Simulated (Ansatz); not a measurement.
## Molecular dynamics of WC

Input file:

```yaml
accuracy: low
crystal:
  lattice:
    - [-2.938365, -5.089397, 0.0]
    - [4.407547, -2.544698, 0.0]
    - [0.0, 0.0, 5.771313]
  atoms:
    - { symbol: W, position: [0.75801017, 0.46609466, 0.00760305] }
    - { symbol: C, position: [0.48523808, 0.72374598, 0.24983528] }
    - { symbol: W, position: [0.79620875, 0.54291879, 0.49928838] }
    - { symbol: C, position: [0.52727353, 0.72183471, 0.76961955] }
    - { symbol: W, position: [0.50384345, 0.00611049, 0.02940281] }
    - { symbol: C, position: [0.2722195, 0.20193866, 0.22085684] }
    - { symbol: W, position: [0.51997071, 0.04916247, 0.51525655] }
    - { symbol: C, position: [0.29727063, 0.17934671, 0.78921686] }
    - { symbol: W, position: [0.28671108, 0.51668583, -0.02895046] }
    - { symbol: C, position: [0.00350911, 0.72460281, 0.21652707] }
    - { symbol: W, position: [0.28390942, 0.49726102, 0.48934615] }
    - { symbol: C, position: [0.04830351, 0.68114504, 0.71009452] }
    - { symbol: W, position: [0.0159201, -0.01582379, -0.02003923] }
    - { symbol: C, position: [0.7911481, 0.20083484, 0.2959994] }
    - { symbol: W, position: [0.0334166, 0.00702666, 0.52576647] }
    - { symbol: C, position: [0.79632037, 0.19113134, 0.72668319] }
basis:
  ecutwfc: 420.0
kpoints:
  mp_grid: { grid: [3, 3, 3] }
hamiltonian:
  xc: pbe
  dispersion: d3bj
  pseudopotentials: { kind: paw, azcp: { folder: soft_1 } }
scf:
  occupations: { method: fermi_dirac, width: 0.36 }
  lower_state_search: "off"
md:
  timestep: 1.12
  n_steps: 200
  ensemble: nvt_nose_hoover
  temperature: 2520.0
  initial_velocities: maxwell_boltzmann
  seed: 834350
  nose_hoover: { tau: 50.0, chain_length: 1 }
```

Command:

```bash
$ ansatz run input.yaml --threads 2 --pin off --max-ram 5120MiB --backend cpu --events-out ev --progress --plain --runs-dir out
```

It goes on from the last frame of an earlier run, with new velocities.

Output, in part (step lines):

```
md step     0: t =     0.00 fs  T =  2520.0 K  F+E_penalty+E_count = -85097.59276450 eV  E_kin = 4.886028 eV  conserved = -85092.70673654 eV  (9 SCF iters)
[... lines left out ...]
```

The steps, from the saved trajectory:

```json
{"time (fs)": "0.0", "T (K)": "2520", "potential energy less start (eV)": "0.000", "conserved less start (meV/atom)": "0.00"}
{"time (fs)": "6.7", "T (K)": "2904", "potential energy less start (eV)": "-0.754", "conserved less start (meV/atom)": "-0.37"}
{"time (fs)": "13.4", "T (K)": "2838", "potential energy less start (eV)": "-0.656", "conserved less start (meV/atom)": "-0.25"}
{"time (fs)": "20.2", "T (K)": "2785", "potential energy less start (eV)": "-0.603", "conserved less start (meV/atom)": "-0.06"}
{"time (fs)": "26.9", "T (K)": "3442", "potential energy less start (eV)": "-1.973", "conserved less start (meV/atom)": "-0.38"}
{"time (fs)": "33.6", "T (K)": "3490", "potential energy less start (eV)": "-2.258", "conserved less start (meV/atom)": "-0.57"}
{"time (fs)": "40.3", "T (K)": "2779", "potential energy less start (eV)": "-1.108", "conserved less start (meV/atom)": "0.03"}
{"time (fs)": "47.0", "T (K)": "3377", "potential energy less start (eV)": "-2.540", "conserved less start (meV/atom)": "-0.52"}
{"time (fs)": "53.8", "T (K)": "3488", "potential energy less start (eV)": "-3.157", "conserved less start (meV/atom)": "-0.68"}
{"time (fs)": "60.5", "T (K)": "2541", "potential energy less start (eV)": "-1.717", "conserved less start (meV/atom)": "-0.23"}
{"time (fs)": "67.2", "T (K)": "2278", "potential energy less start (eV)": "-1.533", "conserved less start (meV/atom)": "-0.37"}
{"time (fs)": "73.9", "T (K)": "2562", "potential energy less start (eV)": "-2.399", "conserved less start (meV/atom)": "-0.44"}
{"time (fs)": "80.6", "T (K)": "2693", "potential energy less start (eV)": "-3.021", "conserved less start (meV/atom)": "-0.81"}
{"time (fs)": "87.4", "T (K)": "1884", "potential energy less start (eV)": "-1.756", "conserved less start (meV/atom)": "-0.33"}
{"time (fs)": "94.1", "T (K)": "1650", "potential energy less start (eV)": "-1.507", "conserved less start (meV/atom)": "-0.45"}
{"time (fs)": "100.8", "T (K)": "1890", "potential energy less start (eV)": "-2.140", "conserved less start (meV/atom)": "-0.48"}
{"time (fs)": "107.5", "T (K)": "2272", "potential energy less start (eV)": "-3.047", "conserved less start (meV/atom)": "-0.57"}
{"time (fs)": "114.2", "T (K)": "2410", "potential energy less start (eV)": "-3.485", "conserved less start (meV/atom)": "-0.64"}
{"time (fs)": "121.0", "T (K)": "2165", "potential energy less start (eV)": "-3.163", "conserved less start (meV/atom)": "-0.54"}
{"time (fs)": "127.7", "T (K)": "2059", "potential energy less start (eV)": "-3.078", "conserved less start (meV/atom)": "-0.48"}
{"time (fs)": "134.4", "T (K)": "2303", "potential energy less start (eV)": "-3.653", "conserved less start (meV/atom)": "-0.65"}
{"time (fs)": "141.1", "T (K)": "2394", "potential energy less start (eV)": "-3.923", "conserved less start (meV/atom)": "-0.61"}
{"time (fs)": "147.8", "T (K)": "2302", "potential energy less start (eV)": "-3.829", "conserved less start (meV/atom)": "-0.65"}
{"time (fs)": "154.6", "T (K)": "1961", "potential energy less start (eV)": "-3.228", "conserved less start (meV/atom)": "-0.57"}
{"time (fs)": "161.3", "T (K)": "1736", "potential energy less start (eV)": "-2.817", "conserved less start (meV/atom)": "-0.51"}
{"time (fs)": "168.0", "T (K)": "1794", "potential energy less start (eV)": "-2.917", "conserved less start (meV/atom)": "-0.61"}
{"time (fs)": "174.7", "T (K)": "1784", "potential energy less start (eV)": "-2.847", "conserved less start (meV/atom)": "-0.56"}
{"time (fs)": "181.4", "T (K)": "1783", "potential energy less start (eV)": "-2.759", "conserved less start (meV/atom)": "-0.55"}
{"time (fs)": "188.2", "T (K)": "1857", "potential energy less start (eV)": "-2.778", "conserved less start (meV/atom)": "-0.54"}
{"time (fs)": "194.9", "T (K)": "1972", "potential energy less start (eV)": "-2.836", "conserved less start (meV/atom)": "-0.56"}
{"time (fs)": "201.6", "T (K)": "2073", "potential energy less start (eV)": "-2.823", "conserved less start (meV/atom)": "-0.48"}
{"time (fs)": "208.3", "T (K)": "2425", "potential energy less start (eV)": "-3.253", "conserved less start (meV/atom)": "-0.48"}
{"time (fs)": "215.0", "T (K)": "2931", "potential energy less start (eV)": "-3.923", "conserved less start (meV/atom)": "-0.67"}
{"time (fs)": "221.8", "T (K)": "2809", "potential energy less start (eV)": "-3.373", "conserved less start (meV/atom)": "-0.54"}
```

All steps were run. The conserved energy stayed within 0.84 meV per atom of its start (net change -0.43 meV per atom), so the integration is sound. The mean temperature of the second half is 14 % below the set value. A run of 0.22 ps of so small a system gives no equilibrium averages. Limits of this set-up: coarse k mesh, low accuracy level.

Mean squared displacements from the first frame to the last, about the centre of mass: W 0.05 Å², C 0.12 Å².

Last frame:

```xyz
16
Lattice="-2.9384 -5.0894 0.0000 4.4075 -2.5447 0.0000 0.0000 0.0000 5.7713" Properties=species:S:1:pos:R:3
W -0.066 -5.169 0.021
C 1.320 -4.567 1.465
W -0.028 -5.371 2.967
C 1.293 -4.626 4.522
W -1.548 -2.660 -0.019
C 0.048 -1.854 1.389
W -1.483 -2.709 3.028
C -0.018 -1.931 4.511
W 1.423 -2.565 0.039
C 2.734 -1.822 1.368
W 1.475 -2.866 2.857
C 2.839 -2.056 4.170
W -0.041 -0.117 0.009
C -1.640 -4.267 1.341
W 0.079 -0.086 2.732
C -1.389 -4.474 4.373
```

Run time: 24 min on 2 threads of Arm Neoverse V2, on a shared host, peak memory 0.79 GiB.
